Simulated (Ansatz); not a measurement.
Pb: relaxation of cell and atoms with PBEsol

Pb:

```
CELL_PARAMETERS angstrom
0.00000 3.43900 3.43900
3.43900 0.00000 3.43900
3.43900 3.43900 0.00000
ATOMIC_POSITIONS crystal
Pb 0.25000 0.25000 0.25000
Pb 0.00000 0.00000 0.00000
```

This isn't the form of Pb at room conditions, which is fcc.

```json
{
 "Program": "Ansatz 0.2.0",
 "Task": "relaxation of cell and atoms",
 "Functional": "PBEsol",
 "Potentials or basis": "Ansatz PAW",
 "Cutoff": "420 eV (not typed: the program's choice for these potentials)",
 "k mesh": "7 × 7 × 7",
 "Occupations": "fermi-dirac, width 0.05 eV",
 "Spin": "no spin polarisation",
 "Target pressure": "5 GPa",
 "Target pressure (GPa)": "5"
}
```

```
Relaxed volume                                         : 36.54 Å³/atom
Relaxed cell                                           : a = 4.693 Å, b = 4.693 Å, c = 4.693 Å, α = 60.00°, β = 60.00°, γ = 60.00°
Space group after relaxing (to 0.05 Å)                 : Fd-3m (No. 227)
Energy change on relaxing (the enthalpy is what falls) : +64.2 meV/atom
Ionic steps                                            : 5
Pressure after relaxing                                : 5.0 GPa
Band gap on the k mesh                                 : none (metal or under the smearing width)
```

The path:
```
step  energy change (eV)  largest force (eV/Å)  volume (Å³)
   1              0.0000                0.0000        81.34
   2              0.2450                0.0000        70.02
   3              0.1120                0.0000        73.60
   4              0.1278                0.0000        73.07
   5              0.1285                0.0000        73.07
```

Final structure:
```
Pb
1.0
     0.00000    3.31822    3.31822
     3.31822    0.00000    3.31822
     3.31822    3.31822    0.00000
Pb
2
Direct
  0.25000 0.25000 0.25000
  0.00000 0.00000 0.00000
```

Levels at points of the mesh, in eV from the Fermi level:
| k point | band 12 | band 13 | band 14 | band 15 | band 16 | band 17 |
| --- | --- | --- | --- | --- | --- | --- |
| (0.00, 0.00, 0.00) | -3.32 | 0.46 | 0.46 | 0.46 | 2.48 | 2.48 |

Wall time 5 s on 2 threads of Intel(R) Xeon(R) Platinum 8259CL CPU @ 2.50GHz (Skylake/Cascade Lake), on a shared host, peak memory 0.43 GiB.

Caveat: the plane-wave basis is chosen anew once the cell has moved, so the energies of steps on either side of that aren't comparable; the PAW data sets come from PBE, with cores solved anew for the run's functional, which leaves a small shift of forces and pressure. Spin-orbit coupling is left out, which matters for the levels of Pb.
